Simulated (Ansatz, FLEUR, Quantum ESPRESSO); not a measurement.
## One calculation of TePb, 3 ways

```xyz
2
Lattice="0.0000 3.2310 3.2310 3.2310 0.0000 3.2310 3.2310 3.2310 0.0000" Properties=species:S:1:pos:R:3 pbc="T T T"
Pb    0.0000    0.0000    0.0000
Te    3.2310    3.2310    3.2310
```

Alike in all runs: task equation of state; functional PBEsol; k mesh 7 × 7 × 7; occupations fermi-dirac, width 0.05 eV; no spin polarisation; no spin-orbit coupling.

```tsv
program and potentials	plane-wave cutoff (eV)	notes	equilibrium volume (Å³/atom)	bulk modulus (GPa)
Ansatz, all-electron LAPW, scalar-relativistic	-	-	?	?
Quantum ESPRESSO, PseudoDojo 0.4.1 SR PBEsol standard	1088	-	33.44	44.9
FLEUR, all-electron, FLAPW	-	-	33.44	44.8
```

**Question.** Estimate from the other rows what the run with Ansatz, all-electron LAPW, scalar-relativistic gave.

**Answer.** Equilibrium volume 33.42 Å³/atom; bulk modulus 44.8 GPa. The other rows, which needn't bracket it: equilibrium volume 33.44; bulk modulus 44.8 to 44.9.
